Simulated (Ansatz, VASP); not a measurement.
Two plane-wave programs on As

```xyz
2
Lattice="3.3500 0.0000 0.0000 -1.6750 2.9012 0.0000 0.0000 0.0000 28.0000" Properties=species:S:1:pos:R:3 pbc="T T T"
As    0.0000    1.9341   14.2960
As    1.6750    0.9671   13.7040
```

Alike in both runs: task single point; functional LDA; k mesh 9 × 9 × 1; occupations gaussian, width 0.02 eV; no spin polarisation.

|  | VASP | Ansatz |
| --- | --- | --- |
| version | VASP 6.6.1 | Ansatz 0.2.0 |
| potentials or method | VASP PAW LDA potentials, release 64 (As) | scalar-relativistic, plane waves, PAW |
| plane-wave cutoff (eV) | 520 | 420 |
| valence electrons in the cell | 10 | 30 |

Ansatz gave:

```
rms of the force components (eV/Å) : 4.863
```

Q: What did VASP give for the same quantities?

A: rms of the force components (eV/Å): 4.958.

Atom by atom the forces differ by 0.094 eV/Å (rms over components). The two sets of potentials don't hold the same shells in valence.
